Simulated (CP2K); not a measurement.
CdS (Greenockite):

```xyz
4
Lattice="4.1500 0.0000 0.0000 -2.0750 3.5940 0.0000 0.0000 0.0000 6.7370" Properties=species:S:1:pos:R:3 pbc="T T T"
Cd    2.0750    1.1980    3.3685
Cd    0.0000    2.3960    0.0000
S     2.0750    1.1980    5.8949
S     0.0000    2.3960    2.5264
```

Base run:

- Program: CP2K 2026.2
- Functional: PBEsol
- Potentials or basis: GTH_SOC_POTENTIALS Cd GTH-PBE-q12, S GTH-PBE-q6; DZVP-MOLOPT-SR-GTH basis
- Density cutoff: 6123 eV
- k mesh: 7 × 7 × 4
- Occupations: fermi-dirac, width 0.05 eV
- Spin: spin-orbit coupling, no magnetisation

Its results: pressure 0.6 GPa; largest force 0.069 eV/Å.

Task: The run is repeated on the same cell with these changes: functional from PBEsol to PBE. What comes out?

Result: Pressure 3.3 GPa; largest force 0.071 eV/Å.

PBE binds less tightly than PBEsol, so the same cell stands under more pressure.

Caveats: the basis of atomic orbitals isn't converged, which shifts pressures, moduli and gaps; the potentials were made for another functional, which shifts forces and pressure (some runs).

Not every run made on this cell is shown here.
